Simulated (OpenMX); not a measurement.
Runs of OpenMX 3.8.5 on ZrO2. Symmetry: P4_2/nmc, No. 137, tetragonal system. Conventional cell: a = 3.596 Å, b = 3.596 Å, c = 5.177 Å, α = 90.00°, β = 90.00°, γ = 90.00°. Zr (site symmetry -4m2) has 8 O at 2.08 to 2.37 Å as nearest neighbours. O (site symmetry 2mm) has 4 Zr at 2.08 to 2.37 Å as nearest neighbours. 

| level | cell | k mesh | gap on the mesh (eV) | pressure (GPa) | largest force (eV/Å) |
| --- | --- | --- | --- | --- | --- |
| PBE+D3 | as given | 5 × 5 × 5 | 3.61 | 7.1 | 0.03 |
| PBE | as given | 5 × 5 × 5 | 3.61 | 10.1 | 0.03 |
| PBE+D4 | as given | 5 × 5 × 5 | 3.61 | (a) | 0.05 |
| PBE | atoms moved at random, drawn with an rms of 0.05 Å | 7 × 7 × 5 | 3.50 | 9.7 | 1.14 |
| PBE | as given | 7 × 7 × 5 | 3.61 | 10.1 | 0.03 |
| PBE+D3(BJ) | as given | 5 × 5 × 5 | 3.61 | 6.2 | 0.03 |

Alike in all rows: task single point; potentials or basis OpenMX 2013 PBE set, Zr7.0-s3p2d2, O6.0-s2p2d1, grid cutoff 400 Ry; no spin polarisation; smearing fermi-dirac 0.05 eV.

Q: Fill in the values left out.

A: (a) 6.4.

Caveats: an odd mesh through Γ misses points on the zone boundary, where band edges often lie; the basis of atomic orbitals isn't converged, which shifts pressures, moduli and gaps.

A k mesh can miss the band edges, and the runs leave out spin-orbit coupling on Zr.
